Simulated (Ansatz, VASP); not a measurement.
TaN: VASP beside Ansatz

File INCAR:

```
PREC = Accurate
ENCUT = 520
EDIFF = 1E-6
ISMEAR = 0
SIGMA = 0.05
LREAL = False
LASPH = True
NELM = 150
ALGO = Normal
ISIF = 2
LWAVE = False
LCHARG = True
ISPIN = 2
MAGMOM = 2 0
LORBIT = 11
LMAXMIX = 4
GGA = PE
LELF = True
LVHAR = True
NBANDS = 19
```

File KPOINTS:

```
regular mesh
0
Gamma
  10 10 8
```

POSCAR

```
TaN
1.0
    2.9361269820      0.0000000000      0.0000000000
   -1.4680634909      2.5427605552      0.0000000000
    0.0000000000      0.0000000000      2.8866838206
Ta N
1 1
Direct
    0.3333333333      0.6666666667      0.5000000000
    0.0000000000      0.0000000000      0.0000000000
```

Input for Ansatz:

```yaml
crystal:
  lattice:
    - [2.936126981979, -4.99681273169e-11, 0.0]
    - [-1.468063490946, 2.542760555155, 0.0]
    - [0.0, 0.0, 2.88668382056]
  atoms:
    - { symbol: Ta, position: [0.3333333333333, 0.6666666666667, 0.5], spin: 2.0 }
    - { symbol: "N", position: [0.0, -2.775557561563e-17, 0.0] }
basis:
  ecutwfc: 420
  ecutrho_ratio: 4
kpoints:
  mp_grid: { grid: [10, 10, 8] }
hamiltonian:
  xc: pbe
scf:
  occupations: { method: gaussian, width: 0.05 }
  mixing: { algorithm: broyden, beta: 0.2, ndim: 8 }
output:
  forces: true
  stress: true
magnetization:
  spin_polarized: true
```

Alike in both runs: task single point; functional PBE; k mesh 10 × 10 × 8; occupations gaussian, width 0.05 eV; collinear spin.

|  | VASP | Ansatz |
| --- | --- | --- |
| version | VASP 6.6.1 | Ansatz 0.2.0 |
| potentials or method | VASP PAW PBE potentials, release 64 (Ta_pv, N) | scalar-relativistic, plane waves, PAW |
| plane-wave cutoff (eV) | 520 | 420 |
| valence electrons in the cell | 16 | 18 |

Ansatz gave:

- pressure (GPa): 4.6
- largest component of the traceless stress (GPa): 0.01
- net moment per atom (μB): 0.00

Q: Estimate VASP's values.

A: Pressure (GPa): 5.4; largest component of the traceless stress (GPa): 0.12; net moment per atom (μB): 0.00.

The two sets of potentials don't hold the same shells in valence. Ansatz warned: «seeded_moment_not_kept».

The runs have no spin-orbit coupling, so splittings on Ta are missing.
